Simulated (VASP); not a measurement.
# C (Fmmm) in VASP: relaxation of cell and atoms with PBE

Aim: the relaxation of cell and atoms of C with PBE.

Program: VASP 6.6.1. These are calculated values, not measurements. Logs are shortened: lines on timing, memory, paths and dates and some standing lists are left out, and cuts for length are marked.

### 1 The structure

Symmetry: Fmmm, No. 69, orthorhombic system. The conventional cell has a = 2.456 Å, b = 4.254 Å, c = 6.696 Å, α = 90.00°, β = 90.00°, γ = 90.00°. C (site symmetry m2m) is surrounded by 3 C at 1.42 Å.

This isn't the form of C at room conditions, which is graphite.

### 2 Relaxation of cell and atoms, PBE

Contents of INCAR:

```
SYSTEM = C
ALGO     = Normal         ! electronic algorithm
EDIFF    = 1E-6           ! SCF threshold, eV
EDIFFG   = -0.01          ! ionic threshold
ENCUT    = 520            ! plane-wave cutoff, eV
GGA      = PE             ! functional
IBRION   = 2              ! ionic algorithm
ISIF     = 3              ! what is computed and relaxed
ISMEAR   = 0              ! smearing method
LASPH    = .TRUE.         ! aspherical terms in the spheres
LCHARG   = .FALSE.        ! write CHGCAR
LREAL    = .FALSE.        ! projectors in reciprocal space
LWAVE    = .FALSE.        ! write WAVECAR
NELM     = 120            ! most SCF steps
NSW      = 90             ! ionic steps
PREC     = Accurate       ! precision mode
SIGMA    = 0.1            ! smearing width, eV
```

Contents of KPOINTS:

```
k-points
0
G
  21 21 21
  0 0 0
```

Contents of POSCAR:

```
C
1.0
    0.0000000000      2.1270000000      3.3480000000
    1.2280000000      0.0000000000      3.3480000000
    1.2280000000      2.1270000000      0.0000000000
C
2
Direct
    0.1666700000      0.8333300000      0.1666700000
    0.8333300000      0.1666700000      0.8333300000
```

Potentials or basis: VASP PAW PBE potentials, release 64 (C).

Command:

```
$ cat potpaw_PBE.64/C/POTCAR > POTCAR
$ mpirun -np 1 vasp_std > vasp.out
```

OUTCAR:

```text
SYSTEM = C
   EDIFF = 1E-6
   EDIFFG = -0.01
   ENCUT = 520
   GGA = PE
   IBRION = 2
   ISIF = 3
   ISMEAR = 0
   LASPH = .TRUE.
   LREAL = .FALSE.
   NELM = 120
   NSW = 90
   PREC = Accurate

 ion  position               nearest neighbor table
   1  0.167  0.833  0.167-   2 1.42   2 1.42   2 1.42
   2  0.833  0.167  0.833-   1 1.42   1 1.42   1 1.42

  LATTYP: Found a face centered orthorhombic cell.
 ALAT       =     2.4560000000
 B/A-ratio  =     1.7320846906
 C/A-ratio  =     2.7263843648

  Lattice vectors:

 A1 = (   0.0000000000,   2.1270000000,   3.3480000000)
 A2 = (   1.2280000000,   0.0000000000,   3.3480000000)
 A3 = (   1.2280000000,   2.1270000000,   0.0000000000)

Analysis of symmetry for initial positions (statically):
=====================================================================
 Subroutine PRICEL returns:
 Original cell was already a primitive cell.

 Routine SETGRP: Setting up the symmetry group for a
 face centered orthorhombic supercell.

 Subroutine GETGRP returns: Found  8 space group operations
 (whereof  8 operations were pure point group operations)
 out of a pool of  8 trial point group operations.

The static configuration has the point symmetry D_2h.

Analysis of symmetry for dynamics (positions and initial velocities):
=====================================================================
 Subroutine PRICEL returns:
 Original cell was already a primitive cell.

 Routine SETGRP: Setting up the symmetry group for a
 face centered orthorhombic supercell.

 Subroutine GETGRP returns: Found  8 space group operations
 (whereof  8 operations were pure point group operations)
 out of a pool of  8 trial point group operations.

The dynamic configuration has the point symmetry D_2h.

 Subroutine INISYM returns: Found  8 space group operations
 (whereof  8 operations are pure point group operations),
 and found     1 'primitive' translations

----------------------------------------------------------------------------------------

                                     Primitive cell

  volume of cell :      17.4897

  direct lattice vectors                    reciprocal lattice vectors
     0.000000000  2.127000000  3.348000000    -0.407166124  0.235072873  0.149342891
     1.228000000  0.000000000  3.348000000     0.407166124 -0.235072873  0.149342891
     1.228000000  2.127000000  0.000000000     0.407166124  0.235072873 -0.149342891

  length of vectors
     3.966513961  3.566102635  2.456036034     0.493301943  0.493301943  0.493301943

  position of ions in fractional coordinates (direct lattice)
     0.166670000  0.833330000  0.166670000
     0.833330000  0.166670000  0.833330000

  ion indices of the primitive-cell ions
   primitive index   ion index
                 1           1
                 2           2

----------------------------------------------------------------------------------------

 KPOINTS: k-points

Automatic generation of k-mesh.
 Grid dimensions read from file:
 generate k-points for:   21   21   21

 Generating k-lattice:

  Cartesian coordinates                     Fractional coordinates (reciprocal lattice)
    -0.019388863  0.011193946  0.007111566     0.047619048  0.000000000  0.000000000
     0.019388863 -0.011193946  0.007111566     0.000000000  0.047619048  0.000000000
     0.019388863  0.011193946 -0.007111566     0.000000000  0.000000000  0.047619048

  Length of vectors
     0.023490569  0.023490569  0.023490569

  Shift w.r.t. Gamma in fractional coordinates (k-lattice)
     0.000000000  0.000000000  0.000000000

 Subroutine IBZKPT returns following result:
 ===========================================

 Found   1331 irreducible k-points:

 Following reciprocal coordinates:
            Coordinates               Weight
  0.000000  0.000000  0.000000      1.000000
  0.047619  0.000000 -0.000000      8.000000
  0.095238 -0.000000 -0.000000      8.000000
  0.142857  0.000000 -0.000000      8.000000
  0.190476 -0.000000 -0.000000      8.000000
  0.238095  0.000000 -0.000000      8.000000
[... 16 lines left out ...]
 -0.428571  0.047619  0.000000      8.000000
 -0.380952  0.047619  0.000000      8.000000
 [... further k-points ...]
   k-points           NKPTS =   1331   k-points in BZ     NKDIM =   1331   number of bands    NBANDS=      8
   number of dos      NEDOS =    301   number of ions     NIONS =      2
   total plane-waves  NPLWV =  15120
   dimension x,y,z NGX =    30 NGY =   28 NGZ =   18
   dimension x,y,z NGXF=    60 NGYF=   56 NGZF=   36
   ions per type =               2
   NGX,Y,Z   is equivalent  to a cutoff of  12.57, 13.05, 12.18 a.u.
   NGXF,Y,Z  is equivalent  to a cutoff of  25.15, 26.11, 24.37 a.u.
 SYSTEM =  C
   PREC   = accura    normal or accurate (medium, high low for compatibility)
   ISTART =      0    job   : 0-new  1-cont  2-samecut
   ICHARG =      2    charge: 1-file 2-atom 10-const
   ISPIN  =      1    spin polarized calculation?
   LNONCOLLINEAR =      F non collinear calculations
   LSORBIT =      F    spin-orbit coupling
   LASPH  =      T    aspherical Exc in radial PAW
   ENCUT  =  520.0 eV  38.22 Ry    6.18 a.u.   7.38  6.63  4.57*2*pi/ulx,y,z
   NELM   =    120;   NELMIN=  2; NELMDL= -5     # of ELM steps
   EDIFF  = 0.1E-05   stopping-criterion for ELM
   LREAL  =      F    real-space projection
   EDIFFG = -.1E-01   stopping-criterion for IOM
   NSW    =     90    number of steps for IOM
   IBRION =      2    ionic relax: 0-MD 1-quasi-New 2-CG
   NFREE  =      1    steps in history (QN), initial steepest desc. (CG)
   ISIF   =      3    stress and relaxation
   ISYM   =      2    0-nonsym 1-usesym 2-fastsym
   POTIM  = 0.5000    time-step for ionic-motion
   TEBEG  =    0.0;   TEEND  =   0.0 temperature during run
   PSTRESS=    0.0 pullay stress
   NELECT =       8.0000    total number of electrons
   NUPDOWN=      -1.0000    fix difference up-down
   EMIN   =  10.00;   EMAX   =-10.00  energy-range for DOS
   EFERMI =   0.00;   METHOD = LEGACY
   ISMEAR =     0;   SIGMA  =   0.10  broadening in eV -4-tet -1-fermi 0-gaus
   EFERMI_NEDOS =   21; number of points for ismear=-14 and -15
   IALGO  =     38    algorithm
   IMIX   =      4    mixing-type and parameters
     AMIX     =   0.40;   BMIX     =  1.00
     AMIX_MAG =   1.60;   BMIX_MAG =  1.00
  volume/ion in A,a.u.               =       8.74        59.01
  Fermi-wavevector in a.u.,A,eV,Ry     =   1.261376  2.383654 21.647797  1.591068
  Thomas-Fermi vector in A             =   2.394838
   LORBIT       =      0    0 simple, 1 ext, 2 COOP (PROOUT), +10 PAW based schemes
   GGA     = PE    functional components
   LHFCALC =     F    Hartree Fock is set to
   AEXX    =    0.0000 exact exchange contribution
   IVDW    =     0    specifies the selected vdW correction
   LEPSILON=     F    determine dielectric tensor
   LRPA    =     F    only Hartree local field effects (RPA)
 conjugate gradient relaxation of ions
 non-spin polarized calculation
 Gauss-broadening in eV      SIGMA  =   0.10
  energy-cutoff  :      520.00
  volume of cell :       17.49
 maximum number of plane-waves:       499
 NGX is ok and might be reduce to    30
   NGX = 15   NGY = 13   NGZ =  9

--------------------------------------- Ionic step        1  -------------------------------------------

 number of electron       8.0000000 magnetization

 Free energy of the ion-electron system (eV)
  ---------------------------------------------------
  ext. energy  EPLUGINS =         0.00000000
  ---------------------------------------------------
  free energy    TOTEN  =       -18.41567389 eV

  energy without entropy =      -18.41557276  energy(sigma->0) =      -18.41562333

------------------------ aborting loop because EDIFF is reached ----------------------------------------

  FORCE on cell =-STRESS in cart. coord.  units (eV):
  Direction    XX          YY          ZZ          XY          YZ          ZX
  --------------------------------------------------------------------------------------
  -------------------------------------------------------------------------------------
  Total        0.6420165      0.5887711      0.4293367      0.0000000      0.0000000      0.0000000
  in kB       58.8132855     53.9356277     39.3303061      0.0000000      0.0000000      0.0000000
  external PRESSURE =      50.6930731 kB  Pullay stress =       0.0000000 kB
[... 89 lines left out ...]
  FREE ENERGIE OF THE ION-ELECTRON SYSTEM (eV)
  ---------------------------------------------------
  free  energy   TOTEN  =       -18.4198935228 eV

  energy  without entropy=      -18.4197897060  energy(sigma->0) =      -18.41984161

 E-fermi :   4.2703     XC(G=0): -10.0073

 val. band max:        4.2442886360   @ k =  -0.2381   0.0952   0.3333
 cond. band min:       4.2824797517   @ k =  -0.2381   0.0952   0.3333
 fundamental gap:      0.0381911157
 Fermi energy:         4.2703477233

 k-point     1 :       0.0000    0.0000    0.0000
  band No.  band energies     occupation
      1     -15.3049      2.00000
      2      -2.4734      2.00000
      3       1.2471      2.00000
      4       1.2680      2.00000
      5       8.2427      0.00000
      6      12.5777      0.00000
      7      12.6111      0.00000
      8      15.6251      0.00000
[... 243 lines left out ...]
 k-point    24 :      -0.3810    0.0476    0.0000
  band No.  band energies     occupation
      1     -11.0551      2.00000
      2      -7.6807      2.00000
      3      -1.9791      2.00000
      4       1.4970      2.00000
      5       6.6202      0.00000
      6      11.7112      0.00000
      7      14.4930      0.00000
      8      19.1289      0.00000

 [... further k-points ...]

[... ionic steps 4 to 15 ...]

--------------------------------------- Ionic step       16  -------------------------------------------

 number of electron       8.0000001 magnetization

------------------------ aborting loop because EDIFF is reached ----------------------------------------

  FORCE on cell =-STRESS in cart. coord.  units (eV):
  Direction    XX          YY          ZZ          XY          YZ          ZX
  --------------------------------------------------------------------------------------
  -------------------------------------------------------------------------------------
  Total       -0.0215975     -0.0358818      0.0117697      0.0000000      0.0000000      0.0000000
  in kB       -1.7436256     -2.8968290      0.9501957      0.0000000      0.0000000      0.0000000
  external PRESSURE =      -1.2300863 kB  Pullay stress =       0.0000000 kB
[... 57 lines left out ...]
  energy  without entropy=      -18.4426630248  energy(sigma->0) =      -18.44276312

--------------------------------------- Ionic step       18  -------------------------------------------

 number of electron       8.0000001 magnetization

 Free energy of the ion-electron system (eV)
  ---------------------------------------------------
  ext. energy  EPLUGINS =         0.00000000
  ---------------------------------------------------
  free energy    TOTEN  =       -18.44286416 eV

  energy without entropy =      -18.44266404  energy(sigma->0) =      -18.44276410

 E-fermi :   3.7124     XC(G=0):  -9.5282

 val. band max:        3.6909501511   @ k =  -0.2857   0.0476   0.3333
 cond. band min:       3.7227292659   @ k =  -0.2381   0.0952   0.3333
 fundamental gap:      0.0317791149
 Fermi energy:         3.7123894635

 k-point     1 :       0.0000    0.0000    0.0000
  band No.  band energies     occupation
      1     -15.8446      2.00000
      2      -3.3365      2.00000
      3       0.6756      2.00000
      4       0.6771      2.00000
      5       7.2665      0.00000
      6      12.0030      0.00000
      7      12.0378      0.00000
      8      15.0992      0.00000
[... 243 lines left out ...]
 k-point    24 :      -0.3810    0.0476    0.0000
  band No.  band energies     occupation
      1     -11.6153      2.00000
      2      -8.2722      2.00000
      3      -2.5763      2.00000
      4       0.8563      2.00000
      5       6.1203      0.00000
      6      11.1237      0.00000
      7      13.4847      0.00000
      8      18.2067      0.00000

 [... further k-points ...]

------------------------ aborting loop because EDIFF is reached ----------------------------------------

  FORCE on cell =-STRESS in cart. coord.  units (eV):
  Direction    XX          YY          ZZ          XY          YZ          ZX
  --------------------------------------------------------------------------------------
  -------------------------------------------------------------------------------------
  Total        0.0120523     -0.0157039      0.0118423     -0.0000000      0.0000000      0.0000000
  in kB        0.9729125     -1.2676879      0.9559624     -0.0000000      0.0000000      0.0000000
  external PRESSURE =       0.2203957 kB  Pullay stress =       0.0000000 kB
[... 17 lines left out ...]
  FREE ENERGIE OF THE ION-ELECTRON SYSTEM (eV)
  ---------------------------------------------------
  free  energy   TOTEN  =       -18.4428641578 eV

  energy  without entropy=      -18.4426640422  energy(sigma->0) =      -18.44276410

 reached required accuracy - stopping structural energy minimisation
```

It took 44 min on 1 thread of Intel Xeon Platinum 8175M at 2.50GHz (Skylake/Cascade Lake), shared host; peak memory 0.26 GiB.

What came out:

* Free energy: -18.4429 eV
* Relaxed volume: 9.92 Å³/atom
* Relaxed cell: a = 4.328 Å, b = 3.961 Å, c = 2.468 Å, α = 81.04°, β = 64.68°, γ = 34.28°
* Space group after relaxing (to 0.05 Å): Fmmm (No. 69)
* Energy gained by relaxing: 13.6 meV/atom
* Ionic steps: 18
* Pressure after relaxing: 0.0 GPa
* Largest force after relaxing: 0.010 eV/Å
* Band gap on the k mesh: 0.03 eV, indirect (least direct gap 0.04 eV)

Forces on the atoms (eV/Å):
```
C    0.000 -0.010  0.000
C    0.000  0.010  0.000
```

Step by step:
```tsv
step	energy change (eV)	largest force (eV/Å)	pressure (GPa)	volume (Å³)
1	0.0000	0.0041	5.07	17.49
2	0.0071	0.0045	-6.83	18.20
3	-0.0042	0.0013	0.34	17.76
4	-0.0084	0.0042	0.31	17.94
5	-0.0180	0.0207	0.26	18.51
6	-0.0264	0.0532	0.21	19.64
7	-0.0170	0.3463	-0.52	19.97
8	-0.0270	0.0329	0.06	19.71
9	-0.0263	0.2637	0.20	19.77
10	-0.0270	0.0107	0.09	19.72
11	-0.0271	0.0328	0.11	19.77
12	-0.0271	0.0298	0.19	19.76
13	-0.0271	0.0364	0.00	19.80
14	-0.0271	0.0234	0.05	19.80
15	-0.0272	0.0165	-0.10	19.83
16	-0.0272	0.0143	-0.12	19.85
17	-0.0272	0.0191	0.05	19.85
18	-0.0272	0.0096	0.02	19.85
```

Final structure:
```
C
1.0
     0.00000    2.13708    3.76386
     1.23373    0.00000    3.76386
     1.23373    2.13708    0.00000
C
2
Direct
  0.16669 0.83331 0.16669
  0.83331 0.16669 0.83331
```

Levels at points of the mesh, in eV from the valence-band top:
```tsv
k point	band 1	band 2	band 3	band 4	band 5	band 6	band 7	band 8
(0.00, 0.00, 0.00)	-19.54	-7.03	-3.02	-3.01	3.58	8.31	8.35	11.41
```

Caveat: an odd mesh through Γ misses points on the zone boundary, where band edges often lie; the volume moved by +13 % from the deposited cell, more than functionals usually miss. PBE usually gives volumes a little too large and moduli too small.
